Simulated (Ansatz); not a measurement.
**GaS (P6_3/mmc): G0W0 under other settings**

A base run on GaS (P6_3/mmc), then changed inputs.

Calculated with Ansatz 0.2.0; G0W0 on PBE, plane waves, PAW; PAW set soft_1.

## Step 1: Starting point

Symmetry: P6_3/mmc, No. 194, hexagonal system. Conventional cell: a = 3.585 Å, b = 3.585 Å, c = 15.500 Å, α = 90.00°, β = 90.00°, γ = 120.00°. Ga has 3 S at 2.34 Å and 1 Ga at 2.48 Å nearest. S has 3 Ga at 2.34 Å nearest. Farther neighbours and most contacts between anions are not listed.

Coordinates:

```cif
data_structure
_symmetry_space_group_name_H-M 'P6_3/mmc'
_symmetry_Int_Tables_number 194
_cell_length_a 3.5850
_cell_length_b 3.5850
_cell_length_c 15.5000
_cell_angle_alpha 90.000
_cell_angle_beta 90.000
_cell_angle_gamma 120.000
_cell_volume 172.52
loop_
_atom_site_label
_atom_site_type_symbol
_atom_site_symmetry_multiplicity
_atom_site_Wyckoff_symbol
_atom_site_fract_x
_atom_site_fract_y
_atom_site_fract_z
_atom_site_occupancy
Ga1 Ga 4 f 0.33333 0.66667 0.17000 1
S1 S 4 f 0.33333 0.66667 0.60000 1
```

The cell and positions come from the Crystallography Open Database and are kept as given unless a step says otherwise.

## Step 2: The base run: 6×6×2 mesh, 391 empty bands, screening to 100 eV, PAW set soft_1 files

G0W0 replaces the xc potential by the self-energy, built once from these orbitals. Only a window of levels is corrected, while the sums run over the empty bands that the input names. This step takes PAW set soft_1 files.

Input file input.yaml:

```yaml
crystal:
  lattice:
    - [3.585, 0.0, 0.0]
    - [-1.7925, 3.1047010726, 0.0]
    - [0.0, 0.0, 15.5]
  atoms:
    - { symbol: Ga, position: [0.3333333333, 0.6666666667, 0.17] }
    - { symbol: Ga, position: [0.6666666667, 0.3333333333, 0.67] }
    - { symbol: Ga, position: [0.3333333333, 0.6666666667, 0.33] }
    - { symbol: Ga, position: [0.6666666667, 0.3333333333, 0.83] }
    - { symbol: S, position: [0.3333333333, 0.6666666667, 0.6] }
    - { symbol: S, position: [0.6666666667, 0.3333333333, 0.1] }
    - { symbol: S, position: [0.3333333333, 0.6666666667, 0.9] }
    - { symbol: S, position: [0.6666666667, 0.3333333333, 0.4] }
kpoints:
  mp_grid: { grid: [6, 6, 2] }
hamiltonian:
  xc: pbe
  pseudopotentials: { kind: paw, azcp: { folder: soft_1 } }
scf:
  occupations: { method: fixed }
gw:
  n_empty_bands: 391
  ecut_chi: 100
  qp_bands: [v2, c2]
  qp_kpoints: band_edges
  screening: { model: contour_deformation }
```

Launch:

```
$ ansatz run input.yaml --threads 2 --pin off --max-ram 73728MiB --backend cuda --events-out ev --progress --plain --runs-dir out --devices 1 --max-vram 13GiB
```

Numbers of over 12 decimals in the logs are rounded to 6 here.

Output:

```text
GPUs: using 1 of 1 available (devices: 1).
Engine: ansatz 0.2.0, x86_64-unknown-linux-gnu
Pseudopotentials: kind: paw
Pseudopotential: Ga, paw, valence charge 13, recommended cutoff 420 eV (normal), soft_1/Ga.paw.azcp
Pseudopotential: S, paw, valence charge 6, recommended cutoff 420 eV (normal), soft_1/S.paw.azcp
Functional definition: PBE
  parameter kappa = 0.804
  parameter beta = 0.066725
  exchange = pbe_x(kappa = kappa, mu = beta*pi^2/3)
  correlation = pbe_c(beta = beta)
device memory: the entry about to start is reckoned to put 1.8 GiB on a device that reports 66.1 GiB free (of which the cap on the GPU budget leaves the run 13.0 GiB)
GPU FFT provider: cuFFT
GPU libraries: cuBLAS 13.8.2, cuFFT 12.4.0, cuSOLVER 12.3.4
Crystal: 8 atoms, lattice volume = 172.520 Å³
Basis set: ecut = 420 eV, 3333 PW (Γ)
Bands: 46, of which v1, the nominal top of the filled ones, is band 38 counted from 1 (37 counted from 0)
Symmetry: 24 space group operations
Space group: P63/mmc (ITA 194), of the structure as read, at distance tolerance 5.6e-5 Å
k-points: 14 of 72
Non-local potential: Ga, projectors of the file, l = 0: 2, l = 1: 2, l = 2: 3, l = 3: 1
Non-local potential: S, projectors of the file, l = 0: 2, l = 1: 2, l = 2: 1
PAW form: soft (Blöchl's): semilocal exchange-correlation on the pseudo side does not see the compensation charge
PAW one-centre angular grid: Ga, 590 points (default); XC on 64 Gauss nodes
PAW one-centre angular grid: S, 110 points (default); XC on 64 Gauss nodes
Initial density: superposition of atomic densities (chi_scale 0.1, normalization cell, long waves kept (reshape's long-wave potential 0.58 eV rms))
Initial wavefunctions: pseudopotential atomic-orbital guess
GPU buffer pool allocated for 62208 grid points (all kernels)
GPU transforms: local potential and band sums: pruned to the plane-wave sphere, on 24×24×108
Functional: x = pbe(κ = 0.804, μ = 0.219515), c = pbe(β = 0.066725)
SCF iter   1: F=—  HF=-18747.583057 eV  |F-HF|=—  |Δ(HF+E_count)|=         —  Δρ=5.05e-2  dr2=9.63e0  ethr=3.10e-3  ⟨swp⟩=4.8  Hψ=2220  notcnv=0  defer=78
preconditioner: auto → Resta (q_TF=auto, 2.380 Å⁻¹)  ε∞=3.8  [insulator: Δε(μ)=1.269 eV  Ē_g=14.656 eV  n_scr=52 (ndim 8)  ℏωp=24.6 eV  f_vac=0.013  ε∞_Penn≈3.8]
SCF iter   2: F=—  HF=-18745.778314 eV  |F-HF|=—  |Δ(HF+E_count)|=    1.80e0  Δρ=2.39e-2  dr2=1.01e0  ethr=3.10e-3  ⟨swp⟩=4.0  Hψ=1514  notcnv=0  defer=61
SCF iter   3: F=—  HF=-18745.498433 eV  |F-HF|=—  |Δ(HF+E_count)|=   2.80e-1  Δρ=9.82e-3  dr2=1.65e-1  ethr=1.33e-3  ⟨swp⟩=3.3  Hψ=1210  notcnv=0  defer=80
SCF iter   4: F=—  HF=-18745.473169 eV  |F-HF|=—  |Δ(HF+E_count)|=   2.53e-2  Δρ=3.20e-3  dr2=1.42e-2  ethr=2.18e-4  ⟨swp⟩=2.9  Hψ=1176  notcnv=0  defer=84
[...]
E_xc         = -607.920049
  E_vxc        = -553.303019  (∫ρ·V_xc dr)
  E_paw        = -10400.658304  (= ΣΔE_a)
  E_vpaw       = -1667.388828  (= ΣTr[D̂ρ^β])
  E_aug_tail   = -0.000841  (compensation charges beyond the density's cutoff)
  E_ewald      = -5045.772784
  E_smearing   = -0.000000  (= −TS)
  E_closure    = -0.000000  (closes the sum)
  Σ components = -18745.475861   (vs F -18745.475861, Δ=0.00e0)
--- Band table (eV; the first three rows and the last of 14) ---
  k-point 0: bands = [... 34 lower, 4.9008, 4.9243, 4.9243, 6.3502, 7.9951, 8.6934, 9.1890, 9.3979, ... 4 higher]
  k-point 1: bands = [... 34 lower, 4.8943, 4.8943, 5.6242, 5.6242, 8.4352, 8.4352, 9.2753, 9.2753, ... 4 higher]
  k-point 2: bands = [... 34 lower, 4.4501, 4.5855, 5.2754, 6.1355, 9.0816, 9.3538, 9.4457, 9.7234, ... 4 higher]
  k-point 13: bands = [... 34 lower, 3.8014, 3.8014, 4.5164, 4.5164, 8.3502, 8.3502, 9.4121, 9.4121, ... 4 higher]
--- G₀W₀: contour deformation, 6 samples at zero and on the imaginary axis and 1 off it, 72 q-points, 391 empty bands' worth ---
  eigenvalues of the whole cell's RPA ε∞ on this k-mesh (on a slab, of 1 + 4πα/V) = 5.3252, 6.8243, 6.8243; static W/v taken at q = 0 is 0.150449
  bands read: the sum over 429 bands ends inside a degenerate multiplet in 7 slots, whose members it reads at an even weight; the widest, k=1: bands 429 to 432 (counted from 1) at 1/4 each
  gw.qp_kpoints: band_edges: 11 of 14 stored k-points solved, in 1 pass; an edge of the gap read off the rows below is read off those points alone
    valence top: of the k-points left out ik 9 came nearest to being solved in a further pass, in band 38 (counted from 1, as in the quasiparticle table): it holds the edge there only if its correction is more favourable than any solved in that band by at least 0.823 eV; those differ by 0.148 eV
    conduction bottom: of the k-points left out ik 10 came nearest to being solved in a further pass, in band 39 (counted from 1, as in the quasiparticle table): it holds the edge there only if its correction is more favourable than any solved in that band by at least 0.686 eV; those differ by 0.464 eV
    ik  band        ε_KS         Σx   Σc(E_QP)       V_xc       Z   E_QP_lin       E_QP  E_QP is
     0    37      4.9243   -19.2700     2.0751   -16.6139  0.7583     4.3386     4.3432  root
     0    38      6.3502   -17.5425     1.4550   -15.5188  0.7655     5.7780     5.7814  root
     0    39      7.9951   -10.4449    -3.7865   -14.7560  0.7898     8.5222     8.5196  root
     0    40      8.6934   -10.5413    -3.9678   -15.0855  0.7806     9.2737     9.2698  root
     1    37      5.6242   -16.7455     1.5072   -14.6348  0.7641     5.0158     5.0207  root
     1    38      5.6242   -16.7455     1.5072   -14.6348  0.7641     5.0158     5.0207  root
     1    39      8.4352   -10.8170    -3.7898   -15.1428  0.7831     8.9743     8.9712  root
     1    40      8.4352   -10.8170    -3.7898   -15.1428  0.7831     8.9743     8.9712  root
[...]
13    37      4.5164   -16.6470     1.8567   -14.0949  0.7606     3.8134     3.8210  root
    13    38      4.5164   -16.6470     1.8567   -14.0949  0.7606     3.8134     3.8210  root
    13    39      8.3502    -7.2154    -3.5318   -10.9153  0.7925     8.5187     8.5184  root
    13    40      8.3502    -7.2154    -3.5318   -10.9153  0.7925     8.5187     8.5184  root
[key lines of the parts left out:]
SCF converged after 9 iterations
Free energy (F): -18745.475861 eV
Fermi energy:    6.350155 eV
```

Run time: 55 s. Hardware: 1 × NVIDIA H100 80GB HBM3 (shared by 6 runs) with 2 threads of AMD EPYC 7R13 (Zen 3), shared host; peak memory 1.8 GiB; 73 s of CPU time.

This step gave:

```yaml
bands_summed: 429
rpa_eps_infinity_on_this_mesh_eigenvalues: 5.325, 6.824, 6.824
plane_waves_in_the_screening_matrix: 367
q_points_in_the_mesh: 72
g0w0_gap_on_the_mesh: 2.348 eV
k_of_the_valence_top: 0, 0, 0
k_of_the_conduction_bottom: 0, -0.5, 0
starting_gap_on_the_mesh: 1.576 eV
z_at_the_valence_top: 0.7655
z_at_the_conduction_bottom: 0.7945
least_direct_g0w0_gap_on_the_computed_points: 2.738 eV
```

The gap on the mesh goes from 1.58 eV to 2.35 eV, a correction of +0.77 eV. Between the two edge states, bare exchange in place of the xc potential would open the gap by 5.72 eV, and correlation takes back 4.95 eV.

## Step 3: Variant: guard bands

input.yaml, as its differences from that of step 2:

```diff
@@ -22,4 +22,4 @@
 gw:
-  n_empty_bands: 391
-  ecut_chi: 100
+  n_empty_bands: 280
+  ecut_chi: 80
   qp_bands: [v2, c2]
@@ -27 +27,2 @@
   screening: { model: contour_deformation }
+  n_guard_bands: 0
```

Output:

```text
GPUs: using 1 of 1 available (devices: 1).
[...]
GPU FFT provider: cuFFT
GPU libraries: cuBLAS 13.8.2, cuFFT 12.4.0, cuSOLVER 12.3.4
Crystal: 8 atoms, lattice volume = 172.520 Å³
Basis set: ecut = 420 eV, 3333 PW (Γ)
Bands: 46, of which v1, the nominal top of the filled ones, is band 38 counted from 1 (37 counted from 0)
Symmetry: 24 space group operations
[...]
k-points: 14 of 72
[...]
GPU buffer pool allocated for 62208 grid points (all kernels)
[...]
SCF iter   1: F=—  HF=-18747.583057 eV  |F-HF|=—  |Δ(HF+E_count)|=         —  Δρ=5.05e-2  dr2=9.63e0  ethr=3.10e-3  ⟨swp⟩=4.8  Hψ=2220  notcnv=0  defer=78
[...]
SCF iter   9: F=-18745.475861 eV  HF=-18745.475861 eV  |F-HF|=6.92e-8  |Δ(HF+E_count)|=   1.26e-6  Δρ=3.68e-6  dr2=2.52e-8  ethr=1.32e-10  ⟨swp⟩=12.4  Hψ=3002  notcnv=0
SCF 1 converged in 9 iterations: F = -18745.475861 eV  dr2 = 2.52e-8
[...]
NSCF: frozen V_eff on 14 k-points
[...]
G₀W₀ screening: q 1/14
[... further progress lines ...]
SCF converged after 9 iterations
Free energy (F): -18745.475861 eV
[...]
Internal energy: -18745.475861 eV  (E = F + TS)
E sigma→0 (E₀):  -18745.475861 eV
Fermi energy:    6.350155 eV
[...]
--- Band table (eV; the first three rows and the last of 14) ---
  k-point 0: bands = [... 34 lower, 4.9008, 4.9243, 4.9243, 6.3502, 7.9951, 8.6934, 9.1890, 9.3979, ... 4 higher]
  k-point 1: bands = [... 34 lower, 4.8943, 4.8943, 5.6242, 5.6242, 8.4352, 8.4352, 9.2753, 9.2753, ... 4 higher]
  k-point 2: bands = [... 34 lower, 4.4501, 4.5855, 5.2754, 6.1355, 9.0816, 9.3538, 9.4457, 9.7234, ... 4 higher]
  k-point 13: bands = [... 34 lower, 3.8014, 3.8014, 4.5164, 4.5164, 8.3502, 8.3502, 9.4121, 9.4121, ... 4 higher]
[...]
0    37      4.9243   -19.2700     2.1890   -16.6139  0.7598     4.4542     4.4572  root
     0    38      6.3502   -17.5425     1.5654   -15.5188  0.7669     5.8896     5.8918  root
     0    39      7.9951   -10.4449    -3.6731   -14.7560  0.7907     8.6370     8.6330  root
     0    40      8.6934   -10.5413    -3.8537   -15.0855  0.7816     9.3897     9.3838  root
     1    37      5.6242   -16.7455     1.6064   -14.6348  0.7652     5.1166     5.1199  root
     1    38      5.6242   -16.7455     1.6064   -14.6348  0.7652     5.1166     5.1199  root
     1    39      8.4352   -10.8170    -3.6738   -15.1428  0.7841     9.0918     9.0872  root
     1    40      8.4352   -10.8170    -3.6738   -15.1428  0.7841     9.0918     9.0872  root
[...]
13    37      4.5164   -16.6470     1.9538   -14.0949  0.7613     3.9125     3.9181  root
    13    38      4.5164   -16.6470     1.9538   -14.0949  0.7613     3.9125     3.9181  root
    13    39      8.3502    -7.2154    -3.4803   -10.9153  0.7928     8.5705     8.5699  root
    13    40      8.3502    -7.2154    -3.4803   -10.9153  0.7928     8.5705     8.5699  root
```

It took 25 s on 1 × NVIDIA H100 80GB HBM3 (shared by 6 runs) with 2 threads; peak memory 1.5 GiB.

The G0W0 gap on the mesh is 2.298 eV.

Against the base:

```
              setting  base  variant
          empty bands   391      280
screening cutoff (eV)   100       80
        n guard bands     -        0
```

```
                                    quantity  variant   base
                    starting gap on the mesh    1.576  1.576
                        G0W0 gap on the mesh    2.298  2.348
least direct G0W0 gap on the computed points    2.741  2.738
                        Z at the valence top    0.767  0.766
                  Z at the conduction bottom    0.795  0.795
```

## Step 4: Summary of results

| Quantity | Value |
| --- | --- |
| base | 2.35 eV, 55 s |
| guard bands | 2.30 eV, 25 s |

Guard bands: the gap moves by −0.05 eV and the time by a factor of 0.46. The variant differs from the base in empty bands, screening cutoff and n guard bands together, so the change can't be laid to one of them. All runs here use a coarse mesh and modest cutoffs; they test settings and are not final values. The many-body steps are scalar-relativistic: spin-orbit coupling is not in them.

[Paths, hosts, dates, memory and timing lines, banners, echoed tables and standing remarks are left out of the program output.]

[Logs are printed without paths, hosts, clocks, repeated set-up lines and the standing remarks that a program may print on its own settings, such as how far it seeks lower states.]

[Runs of the session that timed out or met a known fault of the program may be left out.]

[Cells called generated may have been cut or substituted from an entry of the Crystallography Open Database or the Materials Project.]

[Hosts, paths, dates, database ids (printed as entryN), source tags and the programs' standing remarks are cut or masked in the printed files.]
